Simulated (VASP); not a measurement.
Write the native input for VASP 6.6.1 that does the following.

```
Task                   : density of states
Functional             : r2SCAN
Potentials or basis    : VASP PAW PBE potentials, release 64 (Hf_pv, O)
Cutoff                 : 520 eV
k mesh                 : 6 × 6 × 6
Occupations            : tetrahedron
Spin                   : no spin polarisation
Dipole correction      : no
Further INCAR settings : ALGO = Normal; EDIFF = 1e-06
```

The system is HfO2.

```xyz
12
Lattice="5.2467 0.0000 0.0000 0.0000 5.0305 0.0000 0.0000 0.0000 5.0594" Properties=species:S:1:pos:R:3 pbc="T T T"
Hf    0.1705    1.3433    1.2197
Hf    2.4528    1.3433    3.7494
Hf    2.7939    3.6872    1.2197
Hf    5.0762    3.6872    3.7494
O     1.9258    0.3522    1.9265
O     0.6976    0.3522    4.4562
O     3.8415    2.3197    2.4850
O     4.0286    2.3197    5.0147
O     1.4052    2.7109    5.0147
O     1.2181    2.7109    2.4850
O     4.5491    4.6783    1.9265
O     3.3209    4.6783    4.4562
```

Measurements of this composition are mostly on another form, of space group No. 14.

These files were run (other wordings do the same):

POSCAR

```
HfO2
1.0
    5.2467021262      0.0000000000      0.0000000000
    0.0000000000      5.0305245226      0.0000000000
    0.0000000000      0.0000000000      5.0594488668
Hf O
4 8
Direct
    0.0325044438      0.2670267595      0.2410781169
    0.4674955562      0.2670267595      0.7410781169
    0.5325044438      0.7329732405      0.2410781169
    0.9674955562      0.7329732405      0.7410781169
    0.3670457372      0.0700103559      0.3807661350
    0.1329542628      0.0700103559      0.8807661350
    0.7321661108      0.4611158023      0.4911557481
    0.7678338892      0.4611158023      0.9911557481
    0.2678338892      0.5388841977      0.9911557481
    0.2321661108      0.5388841977      0.4911557481
    0.8670457372      0.9299896441      0.3807661350
    0.6329542628      0.9299896441      0.8807661350
```

INCAR.step1

```
ALGO = Normal ; EDIFF = 1E-4
ENCUT = 520 ; GGA = PE
ISMEAR = -5 ; LASPH = True
LCHARG = False ; LMAXMIX = 4
LREAL = False ; LWAVE = True
NELM = 80 ; PREC = Accurate
SIGMA = 0.02
```

INCAR.step2

```
ALGO = Normal ; EDIFF = 1E-6
ENCUT = 520 ; ISIF = 2
ISMEAR = -5 ; ISTART = 1
LASPH = True ; LCHARG = False
LMAXMIX = 4 ; LMIXTAU = True
LORBIT = 11 ; LREAL = False
LWAVE = False ; METAGGA = R2SCAN
NEDOS = 2001 ; NELM = 80
PREC = Accurate ; SIGMA = 0.02
```

KPOINTS

```
k-points
0
Gamma
  6 6 6
```

Potentials or basis: VASP PAW PBE potentials, release 64 (Hf_pv, O).

Run with:

```console
$ cat potpaw_PBE.64/Hf_pv/POTCAR potpaw_PBE.64/O/POTCAR > POTCAR
$ cp INCAR.step1 INCAR
$ mpirun -np 1 vasp_std > vasp.out
$ cp INCAR.step2 INCAR
$ mpirun -np 1 vasp_std > vasp.out
```

It gave:

```
Pressure                                              : -3.6 GPa
Largest force                                         : 0.067 eV/Å
Band gap on the k mesh                                : 4.91 eV, indirect (least direct gap 5.14 eV)
Valence electrons inside the program's atomic spheres : Hf 8.34; O 5.14, 5.15
```

Caveat: the PAW data sets were made with another functional, which shifts forces and pressure a little; spin-orbit coupling is left out, which moves the levels of the heavy elements.

Wall time 12 min on 1 thread of Intel(R) Xeon(R) 6975P-C (Granite Rapids), with other jobs on the host, peak memory 0.48 GiB.
